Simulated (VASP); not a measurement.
# MgB₂: molecular dynamics with a thermostat

MgB₂, P6/mmm (no. 191), 12 atoms in the cell. PBE, molecular dynamics; PAW potentials Mg, B (PBE set).

Ensemble: NVT; Target temperature (K): 600.

## Input

INCAR:
```
SYSTEM = MgB2
GGA = PE
PREC = Normal
ENCUT = 320
EDIFF = 1E-5
NELMIN = 4
NELM = 60
ALGO = Fast
LREAL = Auto
LASPH = .True.
ISMEAR = -1
SIGMA = 0.05
ISYM = 0
LWAVE = .False.
LCHARG = .False.
IBRION = 0
NSW = 80
POTIM = 1.0
TEBEG = 600
TEEND = 600
ISIF = 2
MDALGO = 1
ANDERSEN_PROB = 0.05
RANDOM_SEED = 264003 0 0
KPAR = 2
```

KPOINTS:
```
k-points
0
Gamma
  2 2 3
```

POSCAR:
```
MgB2
1.0
    6.1700000000      0.0000000000      0.0000000000
   -3.0850000000      5.3433767414      0.0000000000
    0.0000000000      0.0000000000      3.5230000000
Mg B
4 8
Direct
    0.0000000000      0.0000000000      0.0000000000
    0.0000000000      0.5000000000      0.0000000000
    0.5000000000      0.0000000000      0.0000000000
    0.5000000000      0.5000000000      0.0000000000
    0.3333333334      0.1666666666      0.5000000000
    0.3333333334      0.6666666667      0.5000000000
    0.8333333333      0.1666666666      0.5000000000
    0.8333333334      0.6666666667      0.5000000000
    0.1666666667      0.3333333334      0.5000000000
    0.1666666667      0.8333333334      0.5000000000
    0.6666666666      0.3333333334      0.5000000000
    0.6666666666      0.8333333334      0.5000000000
```

Commands:
```
cat potpaw_PBE.64/Mg/POTCAR potpaw_PBE.64/B/POTCAR > POTCAR
mpirun -np 2 vasp_std > vasp.out
```

## Result

- Mean temperature (K): 482
- Rise of the mean potential energy above the start (meV/atom): 49.8
- Electronic steps per ionic step after the first: 4.2

Course of the run:

| Time (fs) | Temperature (K) | Potential energy less the first (meV/atom) |
|---|---|---|
| 1 | 600 | 0.0 |
| 7 | 516 | 24.2 |
| 13 | 271 | 60.6 |
| 19 | 373 | 61.4 |
| 25 | 357 | 44.1 |
| 31 | 478 | 34.1 |
| 37 | 655 | 37.8 |
| 44 | 367 | 53.7 |
| 50 | 575 | 62.0 |
| 56 | 371 | 61.7 |
| 62 | 584 | 48.2 |
| 68 | 390 | 62.2 |
| 74 | 505 | 68.5 |
| 80 | 577 | 68.7 |

REPORT:
```
MDALGO =   1
         ANDERSEN_PROB =  0.05000000
               SCALING =       0
                 CNEXP =     9.000   14.000
           RANDOM_SEED =            264003                0                0

   original number of atomic DOF:         33
   number of independent constraints:      0
   number of active DOF:                  33

========================================
         MD step No.       1
========================================

  Atomic velocities initialized by STEP_tb

  >Energies
                    E_tot             E_pot             E_kin               EPS                ES
   e_b>   -0.59875094E+02   -0.60728214E+02    0.85311990E+00    0.00000000E+00    0.00000000E+00

  >Temperature
               T_sim     T_inst
   tmprt>    600.000    599.999

  >Thermostat, num. of collisions:                0

           RANDOM_SEED =            264003              150                0

[... steps left out ...]

========================================
         MD step No.      80
========================================

  >Energies
                    E_tot             E_pot             E_kin               EPS                ES
   e_b>   -0.59082999E+02   -0.59904038E+02    0.82103959E+00    0.00000000E+00    0.00000000E+00

  >Temperature
               T_sim     T_inst
   tmprt>    600.000    577.437

  >Thermostat, num. of collisions:                0

           RANDOM_SEED =            264003             7260                0
```

OSZICAR:
```
N       E                     dE             d eps       ncg     rms          rms(c)
DAV:   1     0.316757654178E+02    0.31676E+02   -0.10048E+04   376   0.799E+02
DAV:   2    -0.634700447893E+02   -0.95146E+02   -0.89689E+02   500   0.150E+02
DAV:   3    -0.673134417338E+02   -0.38434E+01   -0.37009E+01   488   0.307E+01
DAV:   4    -0.673698246430E+02   -0.56383E-01   -0.56280E-01   460   0.328E+00
DAV:   5    -0.673709512445E+02   -0.11266E-02   -0.11265E-02   480   0.443E-01    0.108E+01
RMM:   6    -0.615168075805E+02    0.58541E+01   -0.83853E+00   368   0.113E+01    0.486E+00
RMM:   7    -0.607253209285E+02    0.79149E+00   -0.51893E+00   368   0.907E+00    0.166E+00
RMM:   8    -0.607433612976E+02   -0.18040E-01   -0.35958E-01   368   0.304E+00    0.496E-01
RMM:   9    -0.607270251201E+02    0.16336E-01   -0.80982E-02   368   0.123E+00    0.817E-02
RMM:  10    -0.607286232420E+02   -0.15981E-02   -0.14689E-02   368   0.571E-01    0.114E-01
RMM:  11    -0.607282433657E+02    0.37988E-03   -0.12947E-03   368   0.204E-01    0.296E-02
RMM:  12    -0.607282078413E+02    0.35524E-04   -0.35633E-04   367   0.860E-02    0.582E-03
[... left out ...]
     79 T=   561. E= -.59112312E+02 F= -.59909279E+02 E0= -.59894233E+02  EK= 0.79697E+00 SP= 0.00E+00 SK= 0.00E+00
[... last step whole ...]
       N       E                     dE             d eps       ncg     rms          rms(c)
DAV:   1    -0.599038767853E+02    0.54049E-02   -0.18296E-01   403   0.275E+00    0.939E-02
RMM:   2    -0.599041156254E+02   -0.23884E-03   -0.62031E-03   368   0.479E-01    0.553E-02
RMM:   3    -0.599040307040E+02    0.84921E-04   -0.68575E-04   368   0.137E-01    0.137E-02
RMM:   4    -0.599040371015E+02   -0.63975E-05   -0.10454E-04   374   0.497E-02    0.643E-03
RMM:   5    -0.599040381694E+02   -0.10679E-05   -0.15019E-05   239   0.192E-02
     80 T=   577. E= -.59082999E+02 F= -.59904038E+02 E0= -.59889042E+02  EK= 0.82104E+00 SP= 0.00E+00 SK= 0.00E+00
```

Limits: 80 fs of 12 atoms are too short for converged averages; the cell is only 3.5 Å across, so each atom moves in step with near copies of itself.

VASP 6.6.1 took 307 s on 2 cores (Intel Xeon Platinum 8488C (Sapphire Rapids)), a shared host.
